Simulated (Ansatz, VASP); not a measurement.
## MnO in VASP and in Ansatz

```
Mn O
1.0
     2.96949    0.00000    0.00000
    -1.48474    2.57165    0.00000
     0.00000    0.00000    2.89807
Mn O
1 1
Direct
  0.00000 0.00000 0.00000
  0.66667 0.33333 0.50000
```

Measurements of this composition are mostly on another form, of space group No. 225.

Alike in both runs: task single point; functional LDA; k mesh 7 × 7 × 7; occupations gaussian, width 0.05 eV; collinear spin, random start.

|  | VASP | Ansatz |
| --- | --- | --- |
| version | VASP 6.6.1 | Ansatz 0.2.0 |
| potentials or method | VASP PAW LDA potentials, release 64 (Mn_pv, O) | Ansatz PAW |
| plane-wave cutoff (eV) | 520 | 420 |
| valence electrons in the cell | 19 | 21 |

```csv
,VASP,Ansatz,Ansatz less VASP
gap on the k mesh at the Fermi level (eV),none,none,-
pressure (GPa),-19.2,-17.4,+1.84
largest component of the traceless stress (GPa),10.99,11.43,+0.444
net moment per atom (μB),2.22,2.28,+0.064
size of the moment on the site where the two differ most (μB),4.01,3.86,-0.155
```

Site moments also hang on the region over which each program counts them. A gap of «none» marks a metal or a gap that the smearing closes. The two sets of potentials don't hold the same shells in valence.

Caveats: so large a pressure means that the cell lies far from this level's equilibrium, or that cutoff or potentials fall short; a cell with one magnetic atom can't hold antiferromagnetic order, which such compounds often take; semilocal functionals often make such compounds metallic where correlation or magnetic order opens a gap, which also shifts bond lengths; the pressure holds a Pulay correction of +0.8 GPa for the finite cutoff (Ansatz); the PAW data sets come from PBE, with cores solved anew for the run's functional, which leaves a small shift of forces and pressure (Ansatz). With open d or f shells a metallic result of LDA can be an artefact of self-interaction; +U or a hybrid may open a gap.
